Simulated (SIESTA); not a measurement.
A run of SIESTA 5.4.2 is set up as follows.

The input Ge.fdf:

```
SystemName                      Ge
SystemLabel                     Ge
NumberOfSpecies                 1
NumberOfAtoms                   2
%block ChemicalSpeciesLabel
  1  32 Ge
%endblock ChemicalSpeciesLabel

LatticeConstant                 1.0 Ang
%block LatticeVectors
    -2.5744897190     2.5744897190     1.3974126432
     2.5744897190    -2.5744897190     1.3974126432
     2.5744897190     2.5744897190    -1.3974126432
%endblock LatticeVectors
AtomicCoordinatesFormat         Fractional
%block AtomicCoordinatesAndAtomicSpecies
     0.5000000000     0.5000000000     0.0000000000  1  Ge
     0.2500000000     0.7500000000     0.5000000000  1  Ge
%endblock AtomicCoordinatesAndAtomicSpecies

%block kgrid.MonkhorstPack
   11   0   0  0.0
    0  11   0  0.0
    0   0  11  0.0
%endblock kgrid.MonkhorstPack
XC.Functional                   GGA
XC.Authors                      PBE
PAO.BasisSize                   SZ
PAO.EnergyShift                 0.01 Ry
Mesh.Cutoff                     800 Ry
OccupationFunction              FD
ElectronicTemperature           0.05 eV
MaxSCFIterations                120
SCF.MustConverge                false
SCF.Mixer.Method                Pulay
SCF.Mixer.Weight                0.25
SCF.Mixer.History               8
SCF.DM.Tolerance                5.0e-05
SCF.H.Tolerance                 1.0e-03 eV
WriteForces                     true
Charge.Mulliken                 end
BandLinesScale                  ReciprocalLatticeVectors
%block BandLines
    1    0.000000   0.000000   0.000000  \Gamma
    8    0.000000   0.000000   0.500000  X
    8   -0.500000   0.500000   0.500000  M
   11    0.000000   0.000000   0.000000  \Gamma
   14    0.323656   0.323656  -0.323656  Z
    9    0.250000   0.250000   0.250000  P
    6    0.000000   0.500000   0.000000  N
    6   -0.323656   0.676344   0.323656  Z1
    7   -0.500000   0.500000   0.500000  M
    1    0.000000   0.000000   0.500000  X
   11    0.250000   0.250000   0.250000  P
%endblock BandLines
```

Potentials or basis: PseudoDojo 0.4 standard (PBE files), SZ (energy shift 0.01 Ry).

The run is started by

```sh
$ siesta < Ge.fdf > Ge.out 2>&1
```

**Question.** What does it give for the band gap on the k mesh?

**Answer.** None (metal or under the smearing width).

**Question.** Predict the pressure.

**Answer.** 11.4 GPa.

Stress tensor (GPa, compression positive):
```
10.69 -0.01  0.00
-0.01 10.69  0.00
 0.00  0.00 12.86
```

Caveat: the basis has no polarisation orbitals; the basis of atomic orbitals isn't converged, which shifts pressures, moduli and gaps.
